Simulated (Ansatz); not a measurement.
Band structure of TiC

```
Ti C
1.0
     0.00000    2.16400    2.16400
     2.16400    0.00000    2.16400
     2.16400    2.16400    0.00000
Ti C
1 1
Direct
  0.00000 0.00000 0.00000
  0.50000 0.50000 0.50000
```

Atoms are numbered in the order listed.

The cell is COD entry 9012564, as deposited and not checked against the literature; nothing was relaxed.

Level of theory: DFT, PBE, all-electron LAPW, scalar-relativistic (Ansatz 0.2.0).

The runs use a Γ-centred 16×16×16 k mesh, Fermi–Dirac smearing of 0.03 eV, basis error target 1 meV/atom, no spin polarisation.

Points in fractions of the reciprocal vectors of this cell: Γ (0, 0, 0), X (0.5, 0, 0.5), U (0.625, 0.25, 0.625), K (0.375, 0.375, 0.75), L (0.5, 0.5, 0.5), W (0.5, 0.25, 0.75). The path joins them by straight lines in the order Γ–X–U–K–Γ–L–W–X; legs that retrace an earlier one aren't tabulated. Energies are in eV from the Fermi level.

Question: Is there a gap?

Answer: none: bands cross the Fermi level, a metal.

Question: List the levels between -14 and 1.5 eV at the symmetry points.

Answer: 
Γ: -12.40, 0.71 (×3)
X: -10.12, -3.43, -1.62, -0.03 (×2)
U: -9.60, -3.47, -3.34, -1.72, 1.48
K: -9.60, -3.47, -3.34, -1.72, 1.48
L: -8.91, -5.84, -2.90 (×2)
W: -9.52, -3.14 (×2), -2.70
